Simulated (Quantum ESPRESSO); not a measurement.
# HfO2 (Fm-3m) in Quantum ESPRESSO: convergence with k mesh

Aim: find how far k mesh must go before the results for HfO2 settle, at PBEsol. This setting moves, with any that are tied to it; all else stays.

All numbers are computed with Quantum ESPRESSO 7.5; they aren't measurements. Logs are shortened: lines on timing, memory, paths and dates and some standing lists are left out, and cuts for length are marked.

### Step 1. Starting point

The structure is cubic, space group Fm-3m (No. 225). Conventional cell: a = 5.115 Å, b = 5.115 Å, c = 5.115 Å, α = 90.00°, β = 90.00°, γ = 90.00°. Around Hf (site symmetry m-3m) lie 8 O at 2.21 Å. Around O (site symmetry -43m) lie 4 Hf at 2.21 Å.

Measurements of this composition are mostly on another form, of space group No. 14.

### Step 2. With k mesh 1 × 1 × 1

pw.in

```
&CONTROL
  calculation = 'scf'
  prefix = 'pwscf'
  outdir = './tmp'
  pseudo_dir = './pseudo'
  tprnfor = .true.
  tstress = .true.
  disk_io = 'nowf'
/
&SYSTEM
  ibrav = 0
  nat = 3
  ntyp = 2
  ecutwfc = 45
  ecutrho = 360
  nbnd = 19
  occupations = 'smearing'
  smearing = 'mv'
  degauss = 0.00367493
/
&ELECTRONS
  conv_thr = 6d-10
  electron_maxstep = 120
  mixing_beta = 0.5
/
ATOMIC_SPECIES
Hf   178.4900 hf_pbesol_v1.uspp.F.UPF
O     15.9990 o_pbesol_v1.2.uspp.F.UPF
CELL_PARAMETERS angstrom
   0.0000000000    2.5575000000    2.5575000000
   2.5575000000    0.0000000000    2.5575000000
   2.5575000000    2.5575000000    0.0000000000
ATOMIC_POSITIONS crystal
Hf     0.0000000000    0.0000000000    0.0000000000
O      0.7500000000    0.7500000000    0.7500000000
O      0.2500000000    0.2500000000    0.2500000000
K_POINTS automatic
1 1 1 0 0 0
```

Potentials or basis: GBRV 1.5 PBEsol.

On the command line:

```
OMP_NUM_THREADS=1 pw.x -in pw.in > pw.out
```

Wall time 8.4 s (1 thread of Arm Neoverse V1, shared host); peak memory 0.21 GiB.

What came out:

```yaml
Free_energy: -3040.7667 eV
Pressure: -37.7 GPa
Band_gap_on_the_k_mesh: 3.90 eV, direct
```

### Step 3. With k mesh 3 × 3 × 3

Edit pw.in of step 2 so:

```diff
@@ -37,2 +37,2 @@
 K_POINTS automatic
-1 1 1 0 0 0
+3 3 3 0 0 0
```

Potentials or basis: GBRV 1.5 PBEsol.

On the command line:

```
OMP_NUM_THREADS=1 pw.x -in pw.in > pw.out
```

Run time: 9.6 s. Hardware: 1 thread of Arm Neoverse V1, shared host; peak memory 0.21 GiB.

What came out:

```
Free energy            : -3040.5475 eV
Pressure               : -12.3 GPa
Band gap on the k mesh : 4.37 eV, direct
```

### Step 4. With k mesh 4 × 4 × 4

Edit pw.in of step 3 so:

```diff
@@ -37,2 +37,2 @@
 K_POINTS automatic
-3 3 3 0 0 0
+4 4 4 0 0 0
```

On the command line:

```
OMP_NUM_THREADS=1 pw.x -in pw.in > pw.out
```

Run time: 12 s. Hardware: 1 thread of Arm Neoverse V1, shared host; peak memory 0.21 GiB.

What came out:

```
Free energy            : -3040.5573 eV
Pressure               : -12.3 GPa
Band gap on the k mesh : 3.64 eV, direct
```

### Step 5. With k mesh 5 × 5 × 5

Edit pw.in of step 4 so:

```diff
@@ -37,2 +37,2 @@
 K_POINTS automatic
-4 4 4 0 0 0
+5 5 5 0 0 0
```

On the command line:

```
OMP_NUM_THREADS=1 pw.x -in pw.in > pw.out
```

Run time: 13 s. Hardware: 1 thread of Arm Neoverse V1, shared host; peak memory 0.21 GiB.

What came out:

```yaml
Free_energy: -3040.5583 eV
Pressure: -12.3 GPa
Band_gap_on_the_k_mesh: 3.96 eV, indirect (least direct gap 4.26 eV)
```

### Step 6. With k mesh 7 × 7 × 7

Edit pw.in of step 5 so:

```diff
@@ -37,2 +37,2 @@
 K_POINTS automatic
-5 5 5 0 0 0
+7 7 7 0 0 0
```

Potentials or basis: GBRV 1.5 PBEsol.

On the command line:

```
OMP_NUM_THREADS=1 pw.x -in pw.in > pw.out
```

Run time: 17 s. Hardware: 1 thread of Arm Neoverse V1, shared host; peak memory 0.21 GiB.

It converged, with:

| Quantity | Value |
| --- | --- |
| Free energy | -3040.5582 eV |
| Pressure | -12.3 GPa |
| Band gap on the k mesh | 3.83 eV, indirect (least direct gap 4.00 eV) |

### Step 7. With k mesh 8 × 8 × 8

Edit pw.in of step 6 so:

```diff
@@ -37,2 +37,2 @@
 K_POINTS automatic
-7 7 7 0 0 0
+8 8 8 0 0 0
```

On the command line:

```
OMP_NUM_THREADS=1 pw.x -in pw.in > pw.out
```

It took 20 s on 1 thread of Arm Neoverse V1, shared host; peak memory 0.22 GiB.

Results (log left out):

| Quantity | Value |
| --- | --- |
| Free energy | -3040.5582 eV |
| Pressure | -12.3 GPa |
| Band gap on the k mesh | 3.64 eV, direct |

### Step 8. With k mesh 9 × 9 × 9

Edit pw.in of step 7 so:

```diff
@@ -37,2 +37,2 @@
 K_POINTS automatic
-8 8 8 0 0 0
+9 9 9 0 0 0
```

On the command line:

```
OMP_NUM_THREADS=1 pw.x -in pw.in > pw.out
```

It took 23 s on 1 thread of Arm Neoverse V1, shared host; peak memory 0.22 GiB.

The run converged. Its results:

```
Free energy            : -3040.5582 eV
Pressure               : -12.3 GPa
Band gap on the k mesh : 3.75 eV, indirect (least direct gap 3.87 eV)
```

### Step 9. With k mesh 11 × 11 × 11

Edit pw.in of step 8 so:

```diff
@@ -37,2 +37,2 @@
 K_POINTS automatic
-9 9 9 0 0 0
+11 11 11 0 0 0
```

Potentials or basis: GBRV 1.5 PBEsol.

On the command line:

```
OMP_NUM_THREADS=1 pw.x -in pw.in > pw.out
```

It took 32 s on 1 thread of Arm Neoverse V1, shared host; peak memory 0.23 GiB.

Results (log left out):

* Free energy: -3040.5583 eV
* Pressure: -12.3 GPa
* Band gap on the k mesh: 3.72 eV, indirect (least direct gap 3.80 eV)

### Step 10. With k mesh 13 × 13 × 13

Edit pw.in of step 9 so:

```diff
@@ -37,2 +37,2 @@
 K_POINTS automatic
-11 11 11 0 0 0
+13 13 13 0 0 0
```

Potentials or basis: GBRV 1.5 PBEsol.

On the command line:

```
OMP_NUM_THREADS=1 pw.x -in pw.in > pw.out
```

pw.out:

```text
This program is part of the open-source Quantum ESPRESSO suite
     for quantum simulation of materials; please cite
[... 9 lines left out ...]
     --------------------
     sticks:   dense  smooth     PW     G-vecs:    dense   smooth      PW
     Sum        1159     583    187                26133     9257    1639

     Using Slab Decomposition

     bravais-lattice index     =            0
     lattice parameter (alat)  =       6.8349  a.u.
     unit-cell volume          =     225.7738 (a.u.)^3
     number of atoms/cell      =            3
     number of atomic types    =            2
     number of electrons       =        24.00
     number of Kohn-Sham states=           19
     kinetic-energy cutoff     =      45.0000  Ry
     charge density cutoff     =     360.0000  Ry
     scf convergence threshold =      6.0E-10
     mixing beta               =       0.5000
     number of iterations used =            8  plain     mixing
     Exchange-correlation= SLA  PW   PSX  PSC
                           (   1   4  10   8   0   0   0)

     celldm(1)=   6.834858  celldm(2)=   0.000000  celldm(3)=   0.000000
     celldm(4)=   0.000000  celldm(5)=   0.000000  celldm(6)=   0.000000

     crystal axes: (cart. coord. in units of alat)
               a(1) = (   0.000000   0.707107   0.707107 )
               a(2) = (   0.707107   0.000000   0.707107 )
               a(3) = (   0.707107   0.707107   0.000000 )

     reciprocal axes: (cart. coord. in units 2 pi/alat)
               b(1) = ( -0.707107  0.707107  0.707107 )
               b(2) = (  0.707107 -0.707107  0.707107 )
               b(3) = (  0.707107  0.707107 -0.707107 )

     PseudoPot. # 1 for Hf read from file:
     hf_pbesol_v1.uspp.F.UPF
     Pseudo is Ultrasoft + core correction, Zval = 12.0
     Generated by new atomic code, or converted to UPF format
     Using radial grid of  921 points,  8 beta functions with:
                l(1) =   0
                l(2) =   0
                l(3) =   0
                l(4) =   1
                l(5) =   1
                l(6) =   2
                l(7) =   2
                l(8) =   3
     Q(r) pseudized with  6 coefficients,  rinner =    1.200   1.200   1.200
                                                       1.200   1.200   1.200
                                                       1.200

     PseudoPot. # 2 for O  read from file:
     o_pbesol_v1.2.uspp.F.UPF
     Pseudo is Ultrasoft + core correction, Zval =  6.0
     Generated by new atomic code, or converted to UPF format
     Using radial grid of  737 points,  5 beta functions with:
                l(1) =   0
                l(2) =   0
                l(3) =   1
                l(4) =   1
                l(5) =   2
     Q(r) pseudized with  8 coefficients,  rinner =    0.900   0.900   0.900
                                                       0.900   0.900

     atomic species   valence    mass     pseudopotential
     Hf               12.00   178.49000     Hf( 1.00)
     O                 6.00    15.99900     O ( 1.00)

     48 Sym. Ops., with inversion, found

   Cartesian axes

     site n.     atom                  positions (alat units)
         1        Hf     tau(   1) = (   0.0000000   0.0000000   0.0000000  )
         2        O      tau(   2) = (   1.0606602   1.0606602   1.0606602  )
         3        O      tau(   3) = (   0.3535534   0.3535534   0.3535534  )

     number of k points=    84  Marzari-Vanderbilt smearing, width (Ry)=  0.0037
                       cart. coord. in units 2pi/alat
        k(    1) = (   0.0000000   0.0000000   0.0000000), wk =   0.0009103
        k(    2) = (   0.0543928   0.0543928  -0.0543928), wk =   0.0072827
        k(    3) = (   0.1087857   0.1087857  -0.1087857), wk =   0.0072827
        k(    4) = (   0.1631785   0.1631785  -0.1631785), wk =   0.0072827
        k(    5) = (   0.2175713   0.2175713  -0.2175713), wk =   0.0072827
        k(    6) = (   0.2719641   0.2719641  -0.2719641), wk =   0.0072827
[... 76 lines left out ...]
        k(   83) = (   0.0000000  -0.4351426   0.6527140), wk =   0.0218480
        k(   84) = (  -0.0543928  -0.3807498   0.7071068), wk =   0.0218480

     Dense  grid:    26133 G-vectors     FFT dimensions: (  45,  45,  45)

     Smooth grid:     9257 G-vectors     FFT dimensions: (  30,  30,  30)

     Check: negative core charge=   -0.000002

     Initial potential from superposition of free atoms

     starting charge      22.0000, renormalised to      24.0000

     negative rho (up, down):  1.180E-01 0.000E+00
     Starting wfcs are   21 randomized atomic wfcs

     Self-consistent Calculation

     iteration #  1     ecut=    45.00 Ry     beta= 0.50
     Davidson diagonalization with overlap
     ethr =  1.00E-02,  avg # of iterations =  2.1

     negative rho (up, down):  1.129E-01 0.000E+00

     total energy              =    -223.30442509 Ry
     estimated scf accuracy    <       1.09183035 Ry

     iteration #  2     ecut=    45.00 Ry     beta= 0.50
     Davidson diagonalization with overlap
     ethr =  4.55E-03,  avg # of iterations =  2.0

     negative rho (up, down):  1.135E-01 0.000E+00

     total energy              =    -223.44146501 Ry
     estimated scf accuracy    <       0.21369201 Ry
[... 64 lines left out ...]
     iteration # 10     ecut=    45.00 Ry     beta= 0.50
     Davidson diagonalization with overlap
     ethr =  5.46E-12,  avg # of iterations =  1.6

     negative rho (up, down):  1.164E-01 0.000E+00

     total energy              =    -223.47690843 Ry
     estimated scf accuracy    <          7.2E-10 Ry

     iteration # 11     ecut=    45.00 Ry     beta= 0.50
     Davidson diagonalization with overlap
     ethr =  2.99E-12,  avg # of iterations =  2.0

     negative rho (up, down):  1.164E-01 0.000E+00

     End of self-consistent calculation

          k = 0.0000 0.0000 0.0000 (  1139 PWs)   bands (ev):

   -49.2798 -17.7754 -17.7754 -17.7754  -6.6103  -3.6367   6.6355   6.6355
     6.6355  11.2663  11.2663  11.2663  15.6410  15.6410  17.3395  22.0114
    22.0114  22.0114  25.6179

          k = 0.0544 0.0544-0.0544 (  1173 PWs)   bands (ev):

   -49.2791 -17.7998 -17.7782 -17.7782  -6.5327  -3.7031   6.6926   6.6926
     6.7933  11.0749  11.1509  11.1509  15.7587  15.7587  17.5984  21.7171
    21.9051  21.9051  25.3964

          k = 0.1088 0.1088-0.1088 (  1167 PWs)   bands (ev):

   -49.2771 -17.8654 -17.7856 -17.7856  -6.3177  -3.8757   6.8529   6.8529
     7.2242  10.6042  10.8702  10.8702  16.0303  16.0303  18.1969  21.0832
    21.6465  21.6465  24.8861
[... 475 lines left out ...]
          k = 0.0000-0.4351 0.6527 (  1154 PWs)   bands (ev):

   -49.2635 -18.0932 -17.9945 -17.8867  -4.7837  -4.6492   6.2779   7.3143
     8.9815   9.6426  10.5178  11.6513  16.3088  17.0067  18.5611  19.0101
    19.9762  24.3775  25.4115

          k =-0.0544-0.3807 0.7071 (  1147 PWs)   bands (ev):

   -49.2636 -18.0629 -18.0223 -17.8877  -4.7273  -4.7097   6.5916   6.9580
     9.1746   9.4478  10.5439  11.5997  16.4937  16.8765  18.7041  18.8415
    19.9889  24.2293  25.3510

     the Fermi energy is    12.0732 ev

!    total energy              =    -223.47690843 Ry
     estimated scf accuracy    <          7.9E-12 Ry
     smearing contrib. (-TS)   =       0.00000000 Ry
     internal energy E=F+TS    =    -223.47690843 Ry

     The total energy is F=E-TS. E is the sum of the following terms:
     one-electron contribution =     -27.06564125 Ry
     hartree contribution      =      27.86559730 Ry
     xc contribution           =     -89.81013825 Ry
     ewald contribution        =    -134.46672623 Ry

     convergence has been achieved in  11 iterations

     negative rho (up, down):  1.164E-01 0.000E+00

     Forces acting on atoms (cartesian axes, Ry/au):

     atom    1 type  1   force =     0.00000000    0.00000000    0.00000000
     atom    2 type  2   force =     0.00000000    0.00000000   -0.00000000
     atom    3 type  2   force =     0.00000000    0.00000000   -0.00000000

     Total force =     0.000000     Total SCF correction =     0.000000

     Computing stress (Cartesian axis) and pressure

     negative rho (up, down):  1.164E-01 0.000E+00
          total   stress  (Ry/bohr**3)                   (kbar)     P=     -122.84
  -0.00083503  -0.00000000  -0.00000000         -122.84       -0.00       -0.00
  -0.00000000  -0.00083503  -0.00000000           -0.00     -122.84       -0.00
  -0.00000000  -0.00000000  -0.00083503           -0.00       -0.00     -122.84

=------------------------------------------------------------------------------=
   JOB DONE.
=------------------------------------------------------------------------------=
```

It took 42 s on 1 thread of Arm Neoverse V1, shared host; peak memory 0.24 GiB.

Results:

```
Free energy            : -3040.5582 eV
Pressure               : -12.3 GPa
Band gap on the k mesh : 3.69 eV, indirect (least direct gap 3.75 eV)
```

### Step 11. The series at a glance

| k mesh | energy less the tightest run, at zero smearing (meV/atom) | pressure (GPa) | gap on the mesh (eV) | SCF cycles | CPU time (s) | peak memory (GiB) |
| --- | --- | --- | --- | --- | --- | --- |
| 1 × 1 × 1 | -69.47 | -37.68 | 3.900 | 10 | 8.4 | 0.21 |
| 3 × 3 × 3 | 3.56 | -12.30 | 4.370 | 10 | 9.6 | 0.21 |
| 4 × 4 × 4 | 0.33 | -12.29 | 3.642 | 11 | 12 | 0.21 |
| 5 × 5 × 5 | -0.02 | -12.29 | 3.965 | 11 | 13 | 0.21 |
| 7 × 7 × 7 | 0.02 | -12.28 | 3.827 | 11 | 17 | 0.21 |
| 8 × 8 × 8 | 0.00 | -12.28 | 3.643 | 11 | 20 | 0.22 |
| 9 × 9 × 9 | 0.00 | -12.28 | 3.752 | 11 | 23 | 0.22 |
| 11 × 11 × 11 | -0.01 | -12.28 | 3.715 | 11 | 32 | 0.23 |
| 13 × 13 × 13 | 0.00 | -12.28 | 3.694 | 11 | 42 | 0.24 |

Against the tightest run, the energy stays within 1 meV/atom from 4 × 4 × 4 on; the pressure stays within 0.1 GPa from 3 × 3 × 3 on. Not settled before the last step: the gap on the mesh (to 0.01 eV). Meshes of other sizes hit other points, so gaps and Fermi surfaces needn't settle smoothly. The tightest run that finished is the yardstick and may itself not be fully converged.

Caveats: this smearing can shift energies of a crystal with a gap; spin-orbit coupling is left out, which moves the levels of the heavy elements; an odd mesh through Γ misses points on the zone boundary, where band edges often lie.
